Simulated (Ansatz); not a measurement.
**Ti: sliding across a plane**

This session takes Ti and sets out to slide the crystal rigidly across a (1 0 0) plane.

Program: Ansatz 0.2.0. Level of theory: DFT PBEsol, scalar-relativistic, plane waves, PAW. These are calculated values, not measurements.

2 further runs of the same task are left out: 2 set aside as unsound or not needed.

### Step 1. The structure to begin with

Symmetry: P6/mmm, No. 191, hexagonal system. Conventional cell: a = 4.515 Å, b = 4.515 Å, c = 2.799 Å, α = 90.00°, β = 90.00°, γ = 120.00°. Around Ti (site symmetry 6/mmm) lie 14 Ti at 2.80 to 2.96 Å. Ti (site symmetry -6m2) has 11 Ti at 2.61 to 2.96 Å as nearest neighbours.

Structure file:

```cif
data_structure
_symmetry_space_group_name_H-M 'P6/mmm'
_symmetry_Int_Tables_number 191
_cell_length_a 4.5153
_cell_length_b 4.5153
_cell_length_c 2.7988
_cell_angle_alpha 90.000
_cell_angle_beta 90.000
_cell_angle_gamma 120.000
_cell_volume 49.42
loop_
_atom_site_label
_atom_site_type_symbol
_atom_site_symmetry_multiplicity
_atom_site_Wyckoff_symbol
_atom_site_fract_x
_atom_site_fract_y
_atom_site_fract_z
_atom_site_occupancy
Ti1 Ti 1 a 0.00000 0.00000 0.00000 1
Ti2 Ti 2 d 0.33333 0.66667 0.50000 1
```

It goes back to an entry of the Materials Project, which need not be the stable form.

It is built from the cell relaxed beforehand with the same method (16.47 Å³/atom).

### Step 2. Zero of energy

The cell is repeated 4 times, 12 atoms in all. Reference values: F = -29686.9908 eV; pressure -0.02 GPa; largest force 0.001 eV/Å; gap on the mesh none (metal). It was computed beforehand with the settings of the runs below.

### Step 3. Setting up sliding across a plane

The cut lies on the cell's a–b face, a (1 0 0) plane of area 12.64 Å², between layers 1.30 Å apart (Ti below, Ti above); the cell is 15.6 Å thick. Vector c is tilted by f times 1·a + 0·b (length 4.515 Å) with the atoms' Cartesian places fixed: one unrelaxed fault per cell.

### Step 4. f = 0.200

File input.yaml:

```yaml
crystal:
  lattice:
    - [2.2576450313, -3.9103558997, 0.0]
    - [0.0, 0.0, -2.7987936505]
    - [13.9973991942, 7.0386406194, 0.0]
  atoms:
    - { symbol: Ti, position: [0.475, 0.0, 0.125] }
    - { symbol: Ti, position: [-0.075, 0.0, 0.375] }
    - { symbol: Ti, position: [0.375, 0.0, 0.625] }
    - { symbol: Ti, position: [-0.175, 0.0, 0.875] }
    - { symbol: Ti, position: [0.3083333333, 0.5, 0.9583333333] }
    - { symbol: Ti, position: [-0.0416666667, 0.5, 0.2083333333] }
    - { symbol: Ti, position: [0.4083333333, 0.5, 0.4583333333] }
    - { symbol: Ti, position: [-0.1416666667, 0.5, 0.7083333333] }
    - { symbol: Ti, position: [-0.0083333333, 0.5, 0.0416666667] }
    - { symbol: Ti, position: [0.4416666667, 0.5, 0.2916666667] }
    - { symbol: Ti, position: [-0.1083333333, 0.5, 0.5416666667] }
    - { symbol: Ti, position: [0.3416666667, 0.5, 0.7916666667] }
basis:
  ecutwfc: 420
kpoints:
  mp_grid: { grid: [10, 17, 3] }
hamiltonian:
  xc: pbesol
scf:
  occupations: { method: gaussian, width: 0.15 }
output:
  forces: true
  stress: true
  eigenvalues: true
```

The run is started by

```bash
$ ansatz run input.yaml --threads 2 --pin off --max-ram 5120MiB --backend cpu --events-out ev --progress --plain --runs-dir out
```

### Step 5. f = 0.100

File input.yaml:

```yaml
crystal:
  lattice:
    - [2.2576450313, -3.9103558997, 0.0]
    - [0.0, 0.0, -2.7987936505]
    - [13.771634691, 7.4296762094, 0.0]
  atoms:
    - { symbol: Ti, position: [0.4875, 0.0, 0.125] }
    - { symbol: Ti, position: [-0.0375, 0.0, 0.375] }
    - { symbol: Ti, position: [0.4375, 0.0, 0.625] }
    - { symbol: Ti, position: [-0.0875, 0.0, 0.875] }
    - { symbol: Ti, position: [0.4041666667, 0.5, 0.9583333333] }
    - { symbol: Ti, position: [-0.0208333333, 0.5, 0.2083333333] }
    - { symbol: Ti, position: [0.4541666667, 0.5, 0.4583333333] }
    - { symbol: Ti, position: [-0.0708333333, 0.5, 0.7083333333] }
    - { symbol: Ti, position: [-0.0041666667, 0.5, 0.0416666667] }
    - { symbol: Ti, position: [0.4708333333, 0.5, 0.2916666667] }
    - { symbol: Ti, position: [-0.0541666667, 0.5, 0.5416666667] }
    - { symbol: Ti, position: [0.4208333333, 0.5, 0.7916666667] }
basis:
  ecutwfc: 420
kpoints:
  mp_grid: { grid: [10, 17, 3] }
hamiltonian:
  xc: pbesol
scf:
  occupations: { method: gaussian, width: 0.15 }
output:
  forces: true
  stress: true
  eigenvalues: true
```

### Step 6. Point f = 0.300

File input.yaml:

```yaml
crystal:
  lattice:
    - [2.2576450313, -3.9103558997, 0.0]
    - [0.0, 0.0, -2.7987936505]
    - [14.2231636973, 6.6476050295, 0.0]
  atoms:
    - { symbol: Ti, position: [0.4625, 0.0, 0.125] }
    - { symbol: Ti, position: [-0.1125, 0.0, 0.375] }
    - { symbol: Ti, position: [0.3125, 0.0, 0.625] }
    - { symbol: Ti, position: [-0.2625, 0.0, 0.875] }
    - { symbol: Ti, position: [0.2125, 0.5, 0.9583333333] }
    - { symbol: Ti, position: [-0.0625, 0.5, 0.2083333333] }
    - { symbol: Ti, position: [0.3625, 0.5, 0.4583333333] }
    - { symbol: Ti, position: [-0.2125, 0.5, 0.7083333333] }
    - { symbol: Ti, position: [-0.0125, 0.5, 0.0416666667] }
    - { symbol: Ti, position: [0.4125, 0.5, 0.2916666667] }
    - { symbol: Ti, position: [-0.1625, 0.5, 0.5416666667] }
    - { symbol: Ti, position: [0.2625, 0.5, 0.7916666667] }
basis:
  ecutwfc: 420
kpoints:
  mp_grid: { grid: [10, 17, 3] }
hamiltonian:
  xc: pbesol
scf:
  occupations: { method: gaussian, width: 0.15 }
output:
  forces: true
  stress: true
  eigenvalues: true
```

(Steps that only read results are left out.)

Q: Predict the outcome of this session. Wanted: largest shear traction sampled.

**Answer**, as computed:

```
                      quantity                    value
  highest fault energy sampled  6367 mJ/m² at f = 0.300
largest shear traction sampled                170.7 GPa
```

In words: Of the points run, the one at f = 0.300 is highest, 6367 mJ/m². Nothing is relaxed, so these energies are upper bounds; letting the layers move apart would lower them. Where forces pass 15 eV/Å atoms stand far too close, the PAW spheres overlap strongly and those numbers are rough.
